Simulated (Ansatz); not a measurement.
# PtSe2 (Sudovikovite) (P-3m1) in Ansatz: further runs, part 2 of 2

Ansatz 0.2.0. The steps go on from the part before.

**3. Density of states, PBEsol+U**

input.yaml

```yaml
crystal:
  lattice:
    - [3.724, 0.0, 0.0]
    - [-1.862, 3.2250786037, 0.0]
    - [0.0, 0.0, 5.062]
  atoms:
    - { symbol: Pt, position: [0.0, 0.0, 0.0] }
    - { symbol: Se, position: [0.6666666667, 0.3333333333, 0.75] }
    - { symbol: Se, position: [0.3333333333, 0.6666666667, 0.25] }
kpoints:
  mp_grid: { grid: [8, 8, 5] }
scf:
  occupations: { method: fermi_dirac, width: 0.05 }
hamiltonian:
  xc: pbesol
  pseudopotentials: { kind: all_electron, lapw: { basis_error: 0.002 } }
  hubbard:
    sites: [{ species: Pt, l: d, u_eff: 2 }]
    double_counting: fll
    projectors: ortho-atomic
output:
  forces: true
  stress: true
  eigenvalues: true
  dos: { projected: false, de: 0.2, e_range: [-14, 10] }
  hubbard: {}
```

Potentials or basis: all-electron LAPW, scalar-relativistic.

Started as:

```bash
> ansatz run input.yaml --threads 2 --pin off --max-ram 8192MiB --backend cpu --events-out ev --progress --plain --runs-dir out
```

Output:

```text
Warning: RAYON_NUM_THREADS=2 ignored (pool sized by the plan → 2); use --threads N
Pt: projections on atomic orbitals take those of the free atom 1s2 2s2 2p6 3s2 3p6 3d10 4s2 4p6 4d10 4f14 5s2 5p6 5d9 6s1, of charge +0.00 (hamiltonian.pseudopotentials.projection_atoms)
Se: projections on atomic orbitals take those of the free atom 1s2 2s2 2p6 3s2 3p6 3d10 4s2 4p4, of charge +0.00 (hamiltonian.pseudopotentials.projection_atoms)
LAPW: plane waves up to 8.762 Å⁻¹, error target 2.0e-3 eV per atom; small_component_spin mean_spin; Se in spheres of 1.196 Å, 24 of its electrons in bands, Dirac shells []; Pt in spheres of 1.299 Å, 42 of its electrons in bands, Dirac shells [] (how accurate: hamiltonian.pseudopotentials.lapw.basis_error, Limitations)
Engine: ansatz 0.2.0, x86_64-unknown-linux-gnu
Pseudopotentials: kind: all_electron
Pseudopotential: Pt, LAPW, valence charge 42, lapw/all_electron/scalar/gaussian/Pt, Koelling and Harmon's equation, gaussian nucleus
Pseudopotential: Se, LAPW, valence charge 24, lapw/all_electron/scalar/gaussian/Se, Koelling and Harmon's equation, gaussian nucleus
Functional definition: PBEsol
  exchange = pbesol_x
  correlation = pbesol_c
Crystal: 3 atoms, lattice volume = 60.796 Å³
Basis set: ecut = 292.49416726634973 eV, 687 PW (Γ), exchange–correlation at level 2
Bands: 54, of which v1, the nominal top of the filled ones, is band 45 counted from 1 (44 counted from 0)
[... 34 lines left out ...]
  E_vhub       = -6.952004  (the Hubbard potential's part of the band-sum identity)
  E_electrostatic = -1322690.371607  (all electrons and nuclei)
  E_smearing   = -0.006605  (= −TS)
  E_closure    = 0.000000  (closes the sum)
  E_atoms      = -632965.115549  (free atoms, spherical and without spin; not in F)
  Σ components = -632980.055698   (vs F -632980.055698, Δ=0.00e0)
  Basis errors (estimates in eV, not in F): energy 8.3e-4 per atom: plane waves 7.4e-4 (4.3e-4 summed), levels above the bands 5.9e-89, relativity 5.9e-8, radial functions 8.8e-5, core shells 7.7e-7; eigenvalues (radial functions only) 2.6e-6; not estimated: angular momenta, meshes, grids; target (lapw.basis_error) 2.0e-3; muffin-tin radii Se 1.196 Å, Pt 1.299 Å
--- Forces (eV/Å), atoms counted from 1 ---
  atom   1  Pt     0.00000000     0.00000000     0.00000000
  atom   2  Se     0.00000000    -0.00000000    -0.38806448
  atom   3  Se    -0.00000000     0.00000000     0.38806448
  max |Σ_I F_I| component: 1.11e-16 eV/Å
--- Stress (GPa, compression-positive) ---
        2.760629      -0.000000      -0.000000
       -0.000000       2.760629       0.000000
       -0.000000       0.000000       1.227220
  P = ⅓ Tr σ = 2.2495 GPa (22.495 kbar)
--- Band table (eV; the first three rows and the last of 40) ---
  k-point 0: bands = ["-288.8955", "-288.8955", "-288.7892", "-288.7892", "-288.7801", "-193.5288", "-193.5287", "-133.1980", "-133.1980", "-133.1978", "-133.1978", "-133.1819", "-133.1817", "-84.2660", "-52.8348", "-52.8233", "-52.8233", "-52.7809", "-52.7570", "-52.7570", "-52.6867", "-38.4974", "-38.4974", "-38.4052", "-33.6305", "-33.6305", "-33.6277", "-33.6277", "-33.6192", "-33.6192", "-33.6141", "-33.6141", "-33.6112", "-33.6108", "-0.7540", "2.0773", "7.4796", "8.2315", "8.2315", "10.2983", "10.2983", "11.9657", "13.9204", "13.9204", "15.3773", "16.3716", "16.3716", "18.4968", "19.1028", "22.2600", "22.2600", "26.7377", "27.3179", "27.3179"]
  k-point 1: bands = ["-288.8955", "-288.8955", "-288.7892", "-288.7892", "-288.7801", "-193.5288", "-193.5287", "-133.1980", "-133.1980", "-133.1978", "-133.1978", "-133.1819", "-133.1817", "-84.2660", "-52.8348", "-52.8233", "-52.8233", "-52.7809", "-52.7570", "-52.7570", "-52.6867", "-38.4974", "-38.4974", "-38.4052", "-33.6304", "-33.6304", "-33.6278", "-33.6278", "-33.6189", "-33.6189", "-33.6145", "-33.6145", "-33.6112", "-33.6107", "-0.6078", "1.7245", "7.9682", "8.2494", "8.2494", "10.2843", "10.2843", "11.9746", "13.7505", "13.7505", "14.5121", "16.6694", "16.6694", "18.8115", "19.9611", "22.1282", "22.1282", "25.6105", "25.8190", "25.8190"]
  k-point 2: bands = ["-288.8955", "-288.8955", "-288.7892", "-288.7892", "-288.7801", "-193.5288", "-193.5287", "-133.1980", "-133.1980", "-133.1978", "-133.1978", "-133.1818", "-133.1817", "-84.2661", "-52.8348", "-52.8233", "-52.8233", "-52.7809", "-52.7570", "-52.7570", "-52.6867", "-38.4974", "-38.4974", "-38.4053", "-33.6302", "-33.6302", "-33.6279", "-33.6279", "-33.6182", "-33.6182", "-33.6153", "-33.6153", "-33.6113", "-33.6107", "-0.2654", "1.0974", "8.2789", "8.2789", "8.8535", "10.2627", "10.2627", "11.9860", "13.2793", "13.5169", "13.5169", "17.1536", "17.1536", "19.5505", "21.0910", "21.8203", "21.8203", "24.1147", "24.7393", "24.9479"]
  k-point 39: bands = ["-288.8955", "-288.8955", "-288.7892", "-288.7892", "-288.7801", "-193.5293", "-193.5290", "-133.1979", "-133.1979", "-133.1978", "-133.1978", "-133.1818", "-133.1818", "-84.2659", "-52.8348", "-52.8233", "-52.8233", "-52.7810", "-52.7570", "-52.7570", "-52.6867", "-38.5058", "-38.5033", "-38.4046", "-33.6298", "-33.6295", "-33.6289", "-33.6280", "-33.6181", "-33.6167", "-33.6163", "-33.6159", "-33.6105", "-33.6104", "1.1595", "1.3113", "7.8362", "8.3318", "9.0078", "9.9644", "10.2738", "10.6563", "11.0065", "12.0421", "12.3620", "16.4130", "16.9292", "20.8264", "21.8010", "22.6565", "23.0505", "24.4690", "25.1798", "25.7970"]
Occupation matrices written to <dir>
--- Occupation matrices: 1 shell (run DFT+U table (ortho-atomic); ε = 5.34e-3) ---
  Pt0 d_5D: site group D3d (-3m)
  Pt0 d_5D -      Tr n = 4.3922  λ = 0.728 0.728 0.977 0.980 0.980  [2× xz 0.31 Eg(1.00) | 3× z2 0.33 Eg(0.67)]
  Tr n, λ and their labels are of the run-group-symmetrised matrices; stabiliser: 24 of 24 elements of G0×{1,Θ} (closed), max defect 3.4e-15 at τ = 1.1e-3
```

dos.tsv:

```text
# E-E_F[eV]	g_bin_mean(E)[states/eV]	N(E)
# format = ansatz-dos/2
# fermi_ev = 14.948453
# fermi_mp_grid = 8 8 5
# fermi_mp_shift = 0 0 0
# tetrahedron_fermi_ev = 15.037549
# g_bin_mean(E): the states in a bin one row spacing wide, centred on E, divided by that spacing. States that the method places at a single energy (under output.dos.method: tetrahedron, those of a tetrahedron whose four corners have one energy) are counted whole in the row whose bin holds that energy (on the edge of two bins, in the lower row). The sum of g_bin_mean over a run of rows, times the row spacing, is the number of states from half a spacing under the first of them to half a spacing over the last (a plain sum, not the trapezoid rule).
-14.000000	2.670009e0	6.949782e1
-13.800000	3.268099e0	7.009059e1
-13.600000	5.160581e0	7.109841e1
-13.400000	1.712317e0	7.167222e1
-13.200000	7.592920e-1	7.190521e1
-13.000000	1.917216e-1	7.199078e1
[... 113 lines left out ...]
9.800000	2.699710e0	1.038929e2
10.000000	2.244536e0	1.044113e2
```

occupations.tsv:

```text
# site	symbol	l	channel	k	occupation	cluster	real_ylm_label	real_ylm_weight	cubic_label	cubic_weight	pseudocubic_irrep	site_irrep	w_site_irrep	cell_site_irrep	w_cell_site_irrep
# projection_atom_Pt: 1s2 2s2 2p6 3s2 3p6 3d10 4s2 4p6 4d10 4f14 5s2 5p6 5d9 6s1
# projection_atom_Se: 1s2 2s2 2p6 3s2 3p6 3d10 4s2 4p4
[... 10 lines left out ...]
0	Pt	2_5D	-	1	0.727654	0	xz	0.3117	xz	0.3117	-	Eg	1.0000	-	-
0	Pt	2_5D	-	2	0.977256	1	z2	0.3333	z2	0.3333	-	Eg	0.6667	-	-
0	Pt	2_5D	-	3	0.979819	1	z2	0.3333	z2	0.3333	-	Eg	0.6667	-	-
0	Pt	2_5D	-	4	0.979819	1	z2	0.3333	z2	0.3333	-	Eg	0.6667	-	-
# Tr n = 4.392202
```

Run time: 20 s. Hardware: 2 threads of Intel Xeon Platinum 8375C at 2.90GHz (Ice Lake), shared host; peak memory 0.57 GiB.

Results:

```
Free energy            : -632980.0557 eV
Pressure               : 2.2 GPa
Largest force          : 0.388 eV/Å
Band gap on the k mesh : none (metal or under the smearing width)
```

Forces on the atoms (eV/Å):
```
Pt   0.000  0.000  0.000
Se   0.000  0.000 -0.388
Se   0.000  0.000  0.388
```

Stress tensor (GPa, compression positive):
```
2.76 0.00 0.00
0.00 2.76 0.00
0.00 0.00 1.23
```

States per cell in windows of 1 eV (zero at the Fermi level; states under -8 eV left out):
| from (eV) | total |
| --- | --- |
| -8.0 | 1.24 |
| -7.0 | 3.49 |
| -6.0 | 3.01 |
| -5.0 | 3.03 |
| -4.0 | 2.47 |
| -3.0 | 2.42 |
| -2.0 | 1.85 |
| -1.0 | 0.47 |
| 0.0 | 1.49 |
| 1.0 | 2.42 |
| 2.0 | 0.10 |
| 3.0 | 0.00 |
| 4.0 | 1.36 |
| 5.0 | 1.46 |
| 6.0 | 1.11 |
| 7.0 | 2.16 |

Caveat: U is the effective U less J, on atomic orbitals that reach past the spheres; U without spin polarisation on a metal has little footing. The run has no spin-orbit coupling, so splittings on Pt are missing.

**4. Density of states, PBEsol+U**

Edit input.yaml of step 3 so:

```diff
@@ -17,3 +17,3 @@
   hubbard:
-    sites: [{ species: Pt, l: d, u_eff: 2 }]
+    sites: [{ species: Pt, l: d, u_eff: 4 }]
     double_counting: fll
```

Started as:

```bash
> ansatz run input.yaml --threads 2 --pin off --max-ram 8192MiB --backend cpu --events-out ev --progress --plain --runs-dir out
```

Wall time 22 s (2 threads of Intel Xeon Platinum 8375C at 2.90GHz (Ice Lake), shared host); peak memory 0.56 GiB.

The run converged. Its results:

| Item | Value |
| --- | --- |
| Free energy | -632979.1574 eV |
| Pressure | 2.4 GPa |
| Largest force | 0.443 eV/Å |
| Band gap on the k mesh | none (metal or under the smearing width) |

Forces in eV/Å, atoms in the order of the input:
```
Pt   0.000  0.000  0.000
Se   0.000  0.000 -0.443
Se   0.000  0.000  0.443
```

Stress tensor (GPa, compression positive):
```
3.02 0.00 0.00
0.00 3.02 0.00
0.00 0.00 1.22
```

Levels at points of the mesh, in eV from the Fermi level:
```csv
k point,band 43,band 44,band 45,band 46,band 47,band 48
"(0.00, 0.00, 0.00)",-0.95,-0.95,0.48,1.42,1.42,3.64
"(0.00, -0.50, 0.00)",-3.65,-3.44,-3.36,0.61,2.36,4.91
```

States per cell in windows of 1 eV (zero at the Fermi level; states under -8 eV left out):
```csv
from (eV),total
-8.0,1.88
-7.0,3.63
-6.0,3.83
-5.0,2.23
-4.0,1.92
-3.0,2.26
-2.0,1.76
-1.0,0.48
0.0,1.47
1.0,2.42
2.0,0.12
3.0,0.00
4.0,1.15
5.0,1.48
6.0,1.22
7.0,2.03
```

Caveat: U is the effective U less J, on atomic orbitals that reach past the spheres; U without spin polarisation on a metal has little footing.

**5. Summary**

| level | U | gap on the mesh (eV) | pressure (GPa) | largest force (eV/Å) |
| --- | --- | --- | --- | --- |
| PBEsol | - | none | 2.1 | 0.34 |
| PBEsol+U | Pt d U = 2 eV | none | 2.2 | 0.39 |
| PBEsol+U | Pt d U = 4 eV | none | 2.4 | 0.44 |

Alike in all rows: task density of states; potentials or basis all-electron LAPW, scalar-relativistic; no spin polarisation; cell as given; k mesh 8 × 8 × 5; cutoff (eV) 292; smearing fermi-dirac 0.05 eV; basis error allowed 0.002 eV/atom.

Every run on the cell as given and a fine mesh finds a metal.

Caveats: U is the effective U less J, on atomic orbitals that reach past the spheres (some runs); U without spin polarisation on a metal has little footing (some runs).

Compare energies only between runs with the same functional and basis.
